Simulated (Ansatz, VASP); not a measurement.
**Ag in VASP and in Ansatz**

```
Ag
1.0
    -0.04039    2.08417    2.05271
     2.01162    0.01762    1.99471
     2.03573    2.05027   -0.00649
Ag
1
Direct
  0.99781 0.00982 0.99171
```

Change from the starting cell: cell strained at random at fixed volume.

Alike in both runs: functional r2SCAN; dispersion rVV10; k mesh 11 × 11 × 11; occupations gaussian, width 0.01 eV; no spin polarisation; Hubbard terms Ag d U = 4.5 eV.

```csv
,VASP,Ansatz
version,VASP 6.6.1,Ansatz 0.2.0
potentials or method,"VASP PAW PBE potentials, release 64 (Ag)",Ansatz PAW
plane-wave cutoff (eV),520,500
valence electrons in the cell,11,19
task,single point,density of states
```

Ansatz gave:

```
gap on the k mesh at the Fermi level (eV)       : none
pressure (GPa)                                  : 1.6
largest component of the traceless stress (GPa) : 1.47
```

What did VASP give for the same quantities?

gap on the k mesh at the Fermi level (eV): none; pressure (GPa): -1.5; largest component of the traceless stress (GPa): 1.10.

The programs project onto different local orbitals, so the same U acts differently. A gap of «none» marks a metal or a gap that the smearing closes. The two sets of potentials don't hold the same shells in valence.

Caveats: U without spin polarisation on a metal has little footing; the U is typed as a test and isn't derived for this compound; the PAW data sets were made with another functional, which shifts forces and pressure a little (VASP); the PAW data sets come from PBE, with cores solved anew for the run's functional, which leaves a small shift of forces and pressure (Ansatz); the density of states is complete only up to the lowest level of the last band computed (Ansatz).
